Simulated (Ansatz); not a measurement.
# AlRu (Pm-3m), work and stress of cleavage

Theory: DFT PBEsol, scalar-relativistic, plane waves, PAW in Ansatz 0.2.0. Cutoff 420 eV, Γ-centred 20×20×7 k-points, Gaussian smearing of 0.15 eV. No spin polarisation. Energies are free energies at this smearing, counted from the undisturbed cell; pressure is positive in compression.

The undisturbed cell (relaxed at this level; it needn't be the usual structure):

```yaml
crystal:
  lattice:
    - [0.00000, -2.97641, 0.00000]
    - [0.00000, 0.00000, -2.97641]
    - [8.92922, 0.00000, 0.00000]
  atoms:
    - { symbol: Al, position: [0.00000, 0.00000, 0.24998] }
    - { symbol: Al, position: [0.00000, 0.00000, 0.58332] }
    - { symbol: Al, position: [0.00000, 0.00000, 0.91665] }
    - { symbol: Ru, position: [0.50000, 0.50000, 0.08332] }
    - { symbol: Ru, position: [0.50000, 0.50000, 0.41665] }
    - { symbol: Ru, position: [0.50000, 0.50000, 0.74998] }
```

The cut lies on the cell's a–b face, a (1 0 0) plane (indices in the standard cell, whose axes needn't be the Cartesian ones shown) of area 8.86 Å², between layers 1.49 Å apart. Vector c is lengthened by d along the normal with the atoms' Cartesian places fixed: one unrelaxed cut a cell. The traction is positive where the two halves pull on each other.

| d (Å) | energy (J/m²) | traction (GPa) |
| --- | --- | --- |
| 0.00 | 0.00 | 0.1 |
| 0.50 | 1.12 | 35.3 |
| 1.00 | 2.92 | 33.2 |
| 2.00 | 5.18 | 13.3 |
| 3.00 | 5.98 | 4.2 |
| 6.00 | 6.29 | 0.1 |

Question: What are the work of separation and the cleavage stress, and do they fit the universal binding curve?

Answer: The energy levels off near W ≈ 6.29 J/m² (the traction is down to 0.1 GPa), the energy of the two unrelaxed faces, 3.15 J/m² each on average. The largest sampled traction is 35.3 GPa at d = 0.50 Å, and a parabola through it and its two neighbours peaks at σ_max ≈ 39.0 GPa, d ≈ 0.72 Å. The curve E = W[1 − (1 + d/ℓ)exp(−d/ℓ)] peaks in traction at d = ℓ with σ_max = W/(eℓ); with 1 J/m² per Å = 10 GPa this W and σ_max give ℓ = 0.59 Å. A parabola through that curve at the same three d peaks at 0.69 Å, against 0.72 Å here, a fair fit. Real crystals break at far lower stress, because cracks concentrate it, and on the plane of lowest W, which needn't be this one.

The cut is rigid; relaxing the faces lowers these energies and usually the stresses.

In a metal these slopes depend on the k mesh and the smearing.

Cost: 6 runs of about 6.2 core-minutes in all, on Intel Xeon Platinum 8259CL (Skylake/Cascade Lake) (shared hosts).